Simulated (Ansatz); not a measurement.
**CaO: a single-point run**

The task is a single-point run on CaO. The structure is shown as the input types it.

Method: density functional or hybrid calculation with the settings of its input, plane waves (as first typed), in Ansatz 0.2.0.

### Step 1. Starting point

The structure is cubic, space group Fm-3m (No. 225). The conventional cell has a = 4.795 Å, b = 4.795 Å, c = 4.795 Å, α = 90.00°, β = 90.00°, γ = 90.00°. Ca (site symmetry m-3m) has 6 O at 2.40 Å as nearest neighbours. Around O (site symmetry m-3m) lie 6 Ca at 2.40 Å.

As a file:

```cif
data_structure
_symmetry_space_group_name_H-M 'P 1'
_symmetry_Int_Tables_number 1
_cell_length_a 3.3906
_cell_length_b 3.3906
_cell_length_c 3.3906
_cell_angle_alpha 60.000
_cell_angle_beta 60.000
_cell_angle_gamma 60.000
_cell_volume 27.56
loop_
_atom_site_label
_atom_site_type_symbol
_atom_site_fract_x
_atom_site_fract_y
_atom_site_fract_z
_atom_site_occupancy
Ca1 Ca 0.00000 0.00000 0.00000 1
O1 O 0.50000 0.50000 0.50000 1
```

### Step 2. Input and run

The input, input.yaml:

```yaml
crystal:
  lattice:
    - [0.0, 2.3975473901, 2.3975473901]
    - [2.3975473901, 0.0, 2.3975473901]
    - [2.3975473901, 2.3975473901, 0.0]
  atoms:
    - { symbol: Ca, position: [0.0, 0.0, 0.0] }
    - { symbol: O, position: [0.5, 0.5, 0.5] }
kpoints:
  mp_grid: { grid: [2, 4, 6] }
hamiltonian:
  xc: pbe
scf:
  occupations: { method: fixed }
  n_extra_bands: 4
output:
  forces: true
  stress: true
  eigenvalues: true
```

Run with:

```console
ansatz run input.yaml --threads 4 --pin off --max-ram 3686MiB --backend cpu --events-out ev --progress --plain --runs-dir out
```

What happens when this is run?

This run ends as converged, with warnings (symmetry narrowed by mesh). Its log warns: «crystal.symmetry: narrowed to the stabiliser of the k-point mesh — unitary ops 48 → 4; excluded 44 operations that carry a point of the 2×4×6 mesh (shift [0, 0 ...»

Look at the input: kpoints.mp_grid.grid is [2, 4, 6]. The mesh doesn't respect the lattice's symmetry: fewer operations survive, and spurious anisotropy appears.

Run again and compare: set kpoints.mp_grid.grid to [6, 6, 6].
